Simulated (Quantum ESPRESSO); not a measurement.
# In (P6_3/mmc) in Quantum ESPRESSO: notebook

Runs on In. Level: LDA. Tasks: single point, equation of state.

Everything below comes from runs of Quantum ESPRESSO 7.5. Logs are shortened: lines on timing, memory, paths and dates and some standing lists are left out, and cuts for length are marked.

## (1) Starting point

It takes space group P6_3/mmc (No. 194, hexagonal). Conventional cell: a = 3.335 Å, b = 3.335 Å, c = 5.509 Å, α = 90.00°, β = 90.00°, γ = 120.00°. Around In (site symmetry -6m2) lie 12 In at 3.34 to 3.36 Å.

This isn't the form of In at room conditions, which is tetragonal.

## (2) Single point, LDA, 24.95 Å³/atom

pw.in

```
&CONTROL
  calculation = 'scf'
  prefix = 'pwscf'
  outdir = './tmp'
  pseudo_dir = './pseudo'
  tstress = .true.
  disk_io = 'nowf'
/
&SYSTEM
  ibrav = 0
  nat = 2
  ntyp = 1
  ecutwfc = 56
  ecutrho = 448
  nbnd = 20
  occupations = 'smearing'
  smearing = 'fd'
  degauss = 0.00367493
/
&ELECTRONS
  conv_thr = 4d-10
  electron_maxstep = 120
  mixing_beta = 0.5
/
ATOMIC_SPECIES
In   114.8180 in_lda_v1.4.uspp.F.UPF
CELL_PARAMETERS angstrom
   3.2673945583    0.0000000000    0.0000000000
  -1.6336972791    2.8296466917    0.0000000000
   0.0000000000    0.0000000000    5.3966798754
ATOMIC_POSITIONS crystal
In     0.6666666667    0.3333333333    0.7500000000
In     0.3333333333    0.6666666667    0.2500000000
K_POINTS automatic
9 9 5 0 0 0
```

Potentials or basis: GBRV 1.5 LDA.

Started as:

```
> OMP_NUM_THREADS=1 mpirun -n 2 pw.x -nk 2 -in pw.in > pw.out
```

pw.out:

```text
This program is part of the open-source Quantum ESPRESSO suite
     for quantum simulation of materials; please cite
         "P. Giannozzi et al., J. Phys.:Condens. Matter 21 395502 (2009);
         "P. Giannozzi et al., J. Phys.:Condens. Matter 29 465901 (2017);
         "P. Giannozzi et al., J. Chem. Phys. 152 154105 (2020);
     in publications or presentations arising from this work. More details at

     Message from routine setup:
     using ibrav=0 with symmetry is DISCOURAGED, use correct ibrav instead

     K-points division:     npool     =       2
     Subspace diagonalization in iterative solution of the eigenvalue problem:
     a serial algorithm will be used

     G-vector sticks info
     --------------------
     sticks:   dense  smooth     PW     G-vecs:    dense   smooth      PW
     Sum        1165     583    169                53805    19099    3099

     Using Slab Decomposition

     bravais-lattice index     =            0
     lattice parameter (alat)  =       6.1745  a.u.
     unit-cell volume          =     336.7108 (a.u.)^3
     number of atoms/cell      =            2
     number of atomic types    =            1
     number of electrons       =        26.00
     number of Kohn-Sham states=           20
     kinetic-energy cutoff     =      56.0000  Ry
     charge density cutoff     =     448.0000  Ry
     scf convergence threshold =      4.0E-10
     mixing beta               =       0.5000
     number of iterations used =            8  plain     mixing
     Exchange-correlation=  SLA  PZ   NOGX NOGC
                           (   1   1   0   0   0   0   0)

     celldm(1)=   6.174481  celldm(2)=   0.000000  celldm(3)=   0.000000
     celldm(4)=   0.000000  celldm(5)=   0.000000  celldm(6)=   0.000000

     crystal axes: (cart. coord. in units of alat)
               a(1) = (   1.000000   0.000000   0.000000 )
               a(2) = (  -0.500000   0.866025   0.000000 )
               a(3) = (   0.000000   0.000000   1.651677 )

     reciprocal axes: (cart. coord. in units 2 pi/alat)
               b(1) = (  1.000000  0.577350 -0.000000 )
               b(2) = (  0.000000  1.154701  0.000000 )
               b(3) = (  0.000000 -0.000000  0.605445 )

     PseudoPot. # 1 for In read from file:
     in_lda_v1.4.uspp.F.UPF
     Pseudo is Ultrasoft + core correction, Zval = 13.0
     Generated by new atomic code, or converted to UPF format
     Using radial grid of  889 points,  6 beta functions with:
                l(1) =   0
                l(2) =   0
                l(3) =   1
                l(4) =   1
                l(5) =   2
                l(6) =   2
     Q(r) pseudized with  6 coefficients,  rinner =    1.400   1.400   1.400
                                                       1.400   1.400

     atomic species   valence    mass     pseudopotential
     In               13.00   114.81800     In( 1.00)

     24 Sym. Ops., with inversion, found (12 have fractional translation)

   Cartesian axes

     site n.     atom                  positions (alat units)
         1        In     tau(   1) = (   0.5000000   0.2886751   1.2387576  )
         2        In     tau(   2) = (  -0.0000000   0.5773503   0.4129192  )

     number of k points=    36  Fermi-Dirac smearing, width (Ry)=  0.0037
                       cart. coord. in units 2pi/alat
        k(    1) = (   0.0000000   0.0000000   0.0000000), wk =   0.0049383
        k(    2) = (   0.0000000   0.0000000   0.1210891), wk =   0.0098765
        k(    3) = (   0.0000000   0.0000000   0.2421781), wk =   0.0098765
        k(    4) = (   0.0000000   0.1283001   0.0000000), wk =   0.0296296
        k(    5) = (   0.0000000   0.1283001   0.1210891), wk =   0.0592593
        k(    6) = (   0.0000000   0.1283001   0.2421781), wk =   0.0592593
[... 28 lines left out ...]
        k(   35) = (   0.3333333   0.5773503   0.1210891), wk =   0.0197531
        k(   36) = (   0.3333333   0.5773503   0.2421781), wk =   0.0197531

     Dense  grid:    53805 G-vectors     FFT dimensions: (  45,  45,  72)

     Smooth grid:    19099 G-vectors     FFT dimensions: (  30,  30,  50)

     Initial potential from superposition of free atoms

     starting charge      23.0000, renormalised to      26.0000
     Starting wfcs are   18 randomized atomic wfcs +    2 random wfcs

     Self-consistent Calculation

     iteration #  1     ecut=    56.00 Ry     beta= 0.50
     Davidson diagonalization with overlap
     ethr =  1.00E-02,  avg # of iterations =  5.7

     total energy              =    -263.31769867 Ry
     estimated scf accuracy    <       8.55290129 Ry

     iteration #  2     ecut=    56.00 Ry     beta= 0.50
     Davidson diagonalization with overlap
     ethr =  1.00E-02,  avg # of iterations =  2.0

     total energy              =    -266.16432795 Ry
     estimated scf accuracy    <       0.47025064 Ry

     iteration #  3     ecut=    56.00 Ry     beta= 0.50
     Davidson diagonalization with overlap
     ethr =  1.81E-03,  avg # of iterations =  2.0
[... 29 lines left out ...]
     total energy              =    -266.22724714 Ry
     estimated scf accuracy    <       0.00000006 Ry

     iteration #  8     ecut=    56.00 Ry     beta= 0.50
     Davidson diagonalization with overlap
     ethr =  2.31E-10,  avg # of iterations =  2.0

     total energy              =    -266.22724715 Ry
     estimated scf accuracy    <          9.9E-10 Ry

     iteration #  9     ecut=    56.00 Ry     beta= 0.50
     Davidson diagonalization with overlap
     ethr =  3.81E-12,  avg # of iterations =  3.6

     End of self-consistent calculation

          k = 0.0000 0.0000 0.0000 (  2407 PWs)   bands (ev):

    -4.0936  -4.0139  -3.9813  -3.9813  -3.9487  -3.9487  -3.8617  -3.8617
    -3.6488  -3.6488   0.6397   6.0118   6.9596  19.2500  19.2500  21.1873
    21.1873  21.2145  21.6658  22.3131

          k = 0.0000 0.0000 0.1211 (  2394 PWs)   bands (ev):

    -4.0823  -4.0168  -3.9941  -3.9941  -3.9604  -3.9604  -3.8254  -3.8254
    -3.6604  -3.6604   0.8644   4.3280   9.0806  18.7551  19.4393  19.4393
    21.0660  21.0660  21.7202  22.2289

          k = 0.0000 0.0000 0.2422 (  2406 PWs)   bands (ev):

    -4.0558  -4.0303  -4.0003  -4.0003  -3.9847  -3.9847  -3.7578  -3.7578
    -3.6974  -3.6974   1.5484   2.7062  12.0034  15.2819  19.9586  19.9586
    20.6165  20.6165  21.8259  22.0246
[... 187 lines left out ...]
          k = 0.3333 0.5774 0.1211 (  2355 PWs)   bands (ev):

    -4.0968  -4.0088  -4.0088  -3.8694  -3.8694  -3.8685  -3.7939  -3.7094
    -3.6670  -3.6670   7.3534   7.3534   8.9036  10.9168  10.9168  12.0322
    15.3004  15.3004  17.5319  24.2405

          k = 0.3333 0.5774 0.2422 (  2370 PWs)   bands (ev):

    -4.0567  -4.0567  -3.9874  -3.8702  -3.8425  -3.8425  -3.8119  -3.8098
    -3.6427  -3.6427   7.9335   7.9335   9.4501   9.4501   9.6175  10.7178
    17.6170  17.6170  19.8360  22.5948

     the Fermi energy is    10.6092 ev

!    total energy              =    -266.22724715 Ry
     estimated scf accuracy    <          7.7E-11 Ry
     smearing contrib. (-TS)   =      -0.00088159 Ry
     internal energy E=F+TS    =    -266.22636556 Ry

     The total energy is F=E-TS. E is the sum of the following terms:
     one-electron contribution =     -74.62585990 Ry
     hartree contribution      =      59.58594282 Ry
     xc contribution           =     -74.39645578 Ry
     ewald contribution        =    -176.78999270 Ry

     convergence has been achieved in   9 iterations

     Computing stress (Cartesian axis) and pressure

          total   stress  (Ry/bohr**3)                   (kbar)     P=       -7.45
  -0.00003754   0.00000000   0.00000000           -5.52        0.00        0.00
   0.00000000  -0.00003754   0.00000000            0.00       -5.52        0.00
   0.00000000   0.00000000  -0.00007691            0.00        0.00      -11.31

=------------------------------------------------------------------------------=
   JOB DONE.
=------------------------------------------------------------------------------=
```

Wall time 7 s (2 MPI ranks of AMD EPYC 9R45 (Zen 5), shared host); peak memory 0.32 GiB.

Results:

| Item | Value |
| --- | --- |
| Free energy | -3622.2062 eV |
| Pressure | -0.7 GPa |
| Band gap on the k mesh | none (metal or under the smearing width) |

## (3) Single point, LDA, 25.48 Å³/atom

Changes to pw.in since step 2:

```diff
@@ -27,5 +27,5 @@
 CELL_PARAMETERS angstrom
-   3.2673945583    0.0000000000    0.0000000000
-  -1.6336972791    2.8296466917    0.0000000000
-   0.0000000000    0.0000000000    5.3966798754
+   3.2904051372    0.0000000000    0.0000000000
+  -1.6452025686    2.8495744376    0.0000000000
+   0.0000000000    0.0000000000    5.4346859154
 ATOMIC_POSITIONS crystal
```

Potentials or basis: GBRV 1.5 LDA.

Started as:

```
> OMP_NUM_THREADS=1 mpirun -n 2 pw.x -nk 2 -in pw.in > pw.out
```

It took 6.9 s on 2 MPI ranks of AMD EPYC 9R45 (Zen 5), shared host; peak memory 0.34 GiB.

It converged, with:

- Free energy: -3622.1998 eV
- Pressure: -1.7 GPa
- Band gap on the k mesh: none (metal or under the smearing width)

## (4) Single point, LDA, 26.01 Å³/atom

Changes to pw.in since step 3:

```diff
@@ -27,5 +27,5 @@
 CELL_PARAMETERS angstrom
-   3.2904051372    0.0000000000    0.0000000000
-  -1.6452025686    2.8495744376    0.0000000000
-   0.0000000000    0.0000000000    5.4346859154
+   3.3130983036    0.0000000000    0.0000000000
+  -1.6565491518    2.8692272962    0.0000000000
+   0.0000000000    0.0000000000    5.4721676924
 ATOMIC_POSITIONS crystal
```

Started as:

```
> OMP_NUM_THREADS=1 mpirun -n 2 pw.x -nk 2 -in pw.in > pw.out
```

Wall time 7.1 s (2 MPI ranks of AMD EPYC 9R45 (Zen 5), shared host); peak memory 0.34 GiB.

The run converged. Its results:

```yaml
Free_energy: -3622.1877 eV
Pressure: -2.4 GPa
Band_gap_on_the_k_mesh: none (metal or under the smearing width)
```

## (5) Single point, LDA, 26.54 Å³/atom

Changes to pw.in since step 4:

```diff
@@ -27,5 +27,5 @@
 CELL_PARAMETERS angstrom
-   3.3130983036    0.0000000000    0.0000000000
-  -1.6565491518    2.8692272962    0.0000000000
-   0.0000000000    0.0000000000    5.4721676924
+   3.3354847820    0.0000000000    0.0000000000
+  -1.6677423910    2.8886145552    0.0000000000
+   0.0000000000    0.0000000000    5.5091429200
 ATOMIC_POSITIONS crystal
```

Started as:

```
> OMP_NUM_THREADS=1 mpirun -n 2 pw.x -nk 2 -in pw.in > pw.out
```

Run time: 8.6 s. Hardware: 2 MPI ranks of AMD EPYC 9R45 (Zen 5), shared host; peak memory 0.34 GiB.

Results (log left out):

| Item | Value |
| --- | --- |
| Free energy | -3622.1710 eV |
| Pressure | -3.1 GPa |
| Band gap on the k mesh | none (metal or under the smearing width) |

## (6) Single point, LDA, 27.07 Å³/atom

Changes to pw.in since step 5:

```diff
@@ -27,5 +27,5 @@
 CELL_PARAMETERS angstrom
-   3.3354847820    0.0000000000    0.0000000000
-  -1.6677423910    2.8886145552    0.0000000000
-   0.0000000000    0.0000000000    5.5091429200
+   3.3575747290    0.0000000000    0.0000000000
+  -1.6787873645    2.9077450104    0.0000000000
+   0.0000000000    0.0000000000    5.5456283735
 ATOMIC_POSITIONS crystal
```

Potentials or basis: GBRV 1.5 LDA.

Started as:

```
> OMP_NUM_THREADS=1 mpirun -n 2 pw.x -nk 2 -in pw.in > pw.out
```

It took 9.2 s on 2 MPI ranks of AMD EPYC 9R45 (Zen 5), shared host; peak memory 0.34 GiB.

Results (log left out):

```
Free energy            : -3622.1503 eV
Pressure               : -3.6 GPa
Band gap on the k mesh : none (metal or under the smearing width)
```

## (7) Single point, LDA, 27.60 Å³/atom

Changes to pw.in since step 6:

```diff
@@ -27,5 +27,5 @@
 CELL_PARAMETERS angstrom
-   3.3575747290    0.0000000000    0.0000000000
-  -1.6787873645    2.9077450104    0.0000000000
-   0.0000000000    0.0000000000    5.5456283735
+   3.3793777732    0.0000000000    0.0000000000
+  -1.6896888866    2.9266270006    0.0000000000
+   0.0000000000    0.0000000000    5.5816399564
 ATOMIC_POSITIONS crystal
```

Started as:

```
> OMP_NUM_THREADS=1 mpirun -n 2 pw.x -nk 2 -in pw.in > pw.out
```

Run time: 9.2 s. Hardware: 2 MPI ranks of AMD EPYC 9R45 (Zen 5), shared host; peak memory 0.34 GiB.

Results (log left out):

- Free energy: -3622.1262 eV
- Pressure: -4.1 GPa
- Band gap on the k mesh: none (metal or under the smearing width)

## (8) Single point, LDA, 28.13 Å³/atom

Changes to pw.in since step 7:

```diff
@@ -27,5 +27,5 @@
 CELL_PARAMETERS angstrom
-   3.3793777732    0.0000000000    0.0000000000
-  -1.6896888866    2.9266270006    0.0000000000
-   0.0000000000    0.0000000000    5.5816399564
+   3.4009030527    0.0000000000    0.0000000000
+  -1.7004515264    2.9452684395    0.0000000000
+   0.0000000000    0.0000000000    5.6171927618
 ATOMIC_POSITIONS crystal
```

Started as:

```
> OMP_NUM_THREADS=1 mpirun -n 2 pw.x -nk 2 -in pw.in > pw.out
```

It took 8.7 s on 2 MPI ranks of AMD EPYC 9R45 (Zen 5), shared host; peak memory 0.36 GiB.

Results (log left out):

```
Free energy            : -3622.0990 eV
Pressure               : -4.6 GPa
Band gap on the k mesh : none (metal or under the smearing width)
```

## (9) Equation of state, LDA

Potentials or basis: GBRV 1.5 LDA.

This step only gathers the single runs of the series.

What came out:

```
Equilibrium volume                        : 24.66 Å³/atom (rough: see the caveat)
Bulk modulus at fixed shape and positions : 48 GPa (rough)
```

Energy against volume, from the lowest point:
| volume (Å³/atom) | energy (meV/atom) |
| --- | --- |
| 24.948 | 0.00 |
| 25.478 | 3.23 |
| 26.009 | 9.26 |
| 26.540 | 17.61 |
| 27.071 | 27.95 |
| 27.602 | 40.02 |
| 28.133 | 53.62 |

Caveat: the minimum lies outside the volumes run; the cell was scaled at fixed shape and fractional positions, which overstates the stiffness of a crystal with free parameters, most of all of layers and chains.
